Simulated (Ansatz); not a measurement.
The system is SnSe.

```xyz
8
Lattice="11.4200 0.0000 0.0000 0.0000 4.1900 0.0000 0.0000 0.0000 4.4600" Properties=species:S:1:pos:R:3 pbc="T T T"
Sn   10.0153    3.1425    4.0541
Sn    7.1147    1.0475    1.8241
Sn    4.3053    3.1425    2.6359
Sn    1.4047    1.0475    0.4059
Se    7.3431    3.1425    4.3886
Se    9.7869    1.0475    2.1586
Se    1.6331    3.1425    2.3014
Se    4.0769    1.0475    0.0714
```

Base run:

| Property | Result |
| --- | --- |
| Program | Ansatz 0.2.0 |
| Functional | PBE |
| Potentials or basis | all-electron LAPW, scalar-relativistic |
| Cutoff | 236 eV |
| Density cutoff | 943 eV |
| Basis error allowed | 0.002 eV/atom |
| k mesh | 3 × 6 × 6 |
| Occupations | fermi-dirac, width 0.05 eV |
| Spin | no spin polarisation |

Its results: band gap on the k mesh 0.54 eV, indirect (least direct gap 0.72 eV); pressure 2.4 GPa; largest force 0.309 eV/Å.

The run is repeated on the same cell with these changes: functional from PBE to LDA. What comes out?

Band gap on the k mesh 0.48 eV, indirect (least direct gap 0.67 eV); pressure -2.0 GPa; largest force 0.183 eV/Å.

LDA binds more tightly than PBE, so the same cell stands under less pressure.

Caveats: spin-orbit coupling is left out, which moves the levels of the heavy elements.

Not every run made on this cell is shown here.
